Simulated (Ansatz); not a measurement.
SrO in Ansatz: the effect of functional

Crystal: SrO.

```
CELL_PARAMETERS angstrom
0.00000 2.56630 2.56630
2.56630 0.00000 2.56630
2.56630 2.56630 0.00000
ATOMIC_POSITIONS crystal
Sr 0.50000 0.50000 0.50000
O 0.00000 0.00000 0.00000
```

Alike in all runs:

- Program: Ansatz 0.2.0
- Task: band structure
- Potentials or basis: all-electron LAPW, scalar-relativistic
- Cutoff: 217 eV (chosen from the basis error)
- Basis error allowed: 0.001 eV/atom
- k mesh: 9 × 9 × 9
- Occupations: fermi-dirac, width 0.05 eV
- Spin: no spin polarisation

Q: One run gave: gap on the mesh 3.26 eV; pressure -0.5 GPa. Which functional did it use?
A. LDA
B. revPBE
C. PBEsol
D. RPBE
E. BLYP

A: C.

| functional | gap on the mesh (eV) | pressure (GPa) |
| --- | --- | --- |
| LDA | 3.21 | -3.8 |
| PBEsol | 3.26 | -0.5 |
| RPBE | 3.49 | 6.4 |
| revPBE | 3.46 | 5.6 |
| BLYP | 3.51 | 6.2 |

A k mesh can miss the band edges.

Runs at the PBE level aren't shown here.
